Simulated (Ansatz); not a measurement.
As:

```
As
1.0
     1.88080    1.08588    3.51406
    -1.88080    1.08588    3.51406
     0.00000   -2.17176    3.51406
As
2
Direct
  0.22600 0.22600 0.22600
  0.77400 0.77400 0.77400
```

Base run:

```yaml
Program: Ansatz 0.2.0
Functional: PBE
Potentials_or_basis: all-electron LAPW, scalar-relativistic
Cutoff: 291 eV
Density_cutoff: 1163 eV
Basis_error_allowed: 0.001 eV/atom
k_mesh: 9 × 9 × 9
Occupations: fermi-dirac, width 0.05 eV
Spin: no spin polarisation
```

Its results: pressure 3.7 GPa; largest force 0.426 eV/Å.

Q: After a change of settings the same cell gave: pressure 0.3 GPa; largest force 0.368 eV/Å. Which change was it?
A. functional from PBE to PBEsol
B. functional from PBE to RPBE; occupations from fermi-dirac, width 0.05 eV to gaussian, width 0.05 eV
C. functional from PBE to LDA

A: A.

PBEsol binds more tightly than PBE, so the same cell stands under less pressure.

Not every run made on this cell is shown here.
